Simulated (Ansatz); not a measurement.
Sb:

```xyz
2
Lattice="2.1542 1.2437 3.7580 -2.1542 1.2437 3.7580 0.0000 -2.4875 3.7580" Properties=species:S:1:pos:R:3 pbc="T T T"
Sb    0.0000    0.0000    8.6416
Sb    0.0000    0.0000    2.6324
```

| Property | Result |
| --- | --- |
| Program | Ansatz 0.2.0 |
| Task | relaxation of cell and atoms |
| Functional | BLYP |
| Dispersion | D4 |
| Potentials or basis | all-electron LAPW, scalar-relativistic |
| Basis error allowed | 0.001 eV/atom |
| k mesh | 8 × 8 × 8 |
| Occupations | fermi-dirac, width 0.05 eV |
| Spin | no spin polarisation |

At the start: volume 30.21 Å³/atom.

Q: How do energy, volume and symmetry change on relaxing?

A: Over 6 steps the energy falls by 4.5 meV/atom and the volume is 31.07 Å³/atom (+2.9 %); space group R-3m (No. 166, to 0.05 Å).

Step by step:
| step | energy change (eV) | largest force (eV/Å) | volume (Å³) |
| --- | --- | --- | --- |
| 1 | 0.0000 | 0.1322 | 60.41 |
| 2 | -0.0029 | 0.1746 | 63.29 |
| 3 | -0.0090 | 0.0115 | 62.15 |
| 4 | -0.0091 | 0.0070 | 62.10 |
| 5 | -0.0091 | 0.0016 | 62.14 |
| 6 | -0.0091 | 0.0016 | 62.14 |

Final structure:
```yaml
crystal:
  lattice:
    - [2.17744, 1.25715, 3.78322]
    - [-2.17744, 1.25715, 3.78322]
    - [0.00000, -2.51430, 3.78322]
  atoms:
    - { symbol: Sb, position: [0.76649, 0.76649, 0.76649] }
    - { symbol: Sb, position: [0.23351, 0.23351, 0.23351] }
```
